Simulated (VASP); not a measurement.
Write the native input for VASP 6.6.1 that does the following.

* Task: relaxation of cell and atoms
* Functional: PBE
* Dispersion: D3(BJ)
* Potentials or basis: VASP PAW PBE potentials, release 64 (Ag, I)
* Cutoff: 600 eV
* k mesh: 9 × 9 × 4
* Occupations: gaussian, width 0.03 eV
* Spin: no spin polarisation
* Further INCAR settings: ALGO = Normal; EDIFF = 1e-07; IBRION = 2; EDIFFG = -0.005; NSW = 90; ISIF = 3

The structure of AgI (Iodargyrite) lies in POSCAR:

```
AgI                                     
1.0
    4.5754500969      0.0000000000      0.0000000000
   -2.2877250485      3.9624560177      0.0000000000
    0.0000000000      0.0000000000      7.5579066159
  Ag              I             
     2     2
Direct
     0.6666666667000030    0.3333333332999970    0.6293457423906010
     0.3333333332999970    0.6666666667000030    0.1293457423906011
     0.6666666667000030    0.3333333332999970    0.0006542576094015
     0.3333333332999970    0.6666666667000030    0.5006542576094015
```

These files were run (other wordings do the same):

INCAR

```
PREC     = Accurate       # precision mode
ENCUT    = 600            # plane-wave cutoff, eV
EDIFF    = 1E-7           # SCF threshold, eV
ISMEAR   = 0              # smearing method
SIGMA    = 0.03           # smearing width, eV
LREAL    = False          # projectors in reciprocal space
LASPH    = True           # aspherical terms in the spheres
NELM     = 80             # most SCF steps
ALGO     = Normal         # electronic algorithm
ISIF     = 3              # what is computed and relaxed
LWAVE    = False          # write WAVECAR
LCHARG   = False          # write CHGCAR
GGA      = PE             # functional
IVDW     = 12             # dispersion correction
IBRION   = 2              # ionic algorithm
NSW      = 90             # ionic steps
EDIFFG   = -0.005         # ionic threshold
```

KPOINTS

```
regular mesh
0
Gamma
  9 9 4
```

Potentials or basis: VASP PAW PBE potentials, release 64 (Ag, I).

The run is started by

```sh
$ cat potpaw_PBE.64/Ag/POTCAR potpaw_PBE.64/I/POTCAR > POTCAR
$ mpirun -np 1 vasp_std > vasp.out
```

Results of the run:

| Quantity | Value |
| --- | --- |
| Relaxed volume | 34.29 Å³/atom |
| Relaxed cell | a = 4.586 Å, b = 4.586 Å, c = 7.532 Å, α = 90.00°, β = 90.00°, γ = 120.00° |
| Space group after relaxing (to 0.05 Å) | P6_3mc (No. 186) |
| Energy gained by relaxing | 0.0 meV/atom |
| Ionic steps | 8 |
| Pressure after relaxing | 0.0 GPa |
| Band gap on the k mesh | 1.37 eV, direct |
| Dispersion energy per atom | -0.323 eV |

Caveat: spin-orbit coupling is left out, which moves the levels of the heavy elements; an odd mesh through Γ misses points on the zone boundary, where band edges often lie.

Wall time 6 min on 1 thread of AMD EPYC 9R45 (Zen 5) (shared host), peak memory 0.36 GiB.
